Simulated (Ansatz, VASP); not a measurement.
## B: VASP beside Ansatz

```
B
1.0
     0.00000    1.35215    1.35215
     1.35215    0.00000    1.35215
     1.35215    1.35215    0.00000
B
1
Direct
  0.00000 0.00000 0.00000
```

Change from the starting cell: volume scaled by 0.84, LAPW.

Alike in both runs: task single point; functional PBE; k mesh 24 × 24 × 24; occupations fermi-dirac, width 0.05 eV; no spin polarisation.

|  | VASP | Ansatz |
| --- | --- | --- |
| version | VASP 6.6.1 | Ansatz 0.2.0 |
| potentials or method | VASP PAW PBE potentials, release 64 (B), cutoff 520 eV | all-electron LAPW, scalar-relativistic |

VASP gave:

| Item | Value |
| --- | --- |
| pressure (GPa) | 65.4 |

Question: Which values does Ansatz return?

Answer: Pressure (GPa): 65.3.

Ansatz ran all-electron here, so the differences hold the error of VASP's frozen core and of both bases.

Caveats: the cell as given lies far from equilibrium; so large a pressure means that the cell lies far from this level's equilibrium, or that cutoff or potentials fall short (VASP).
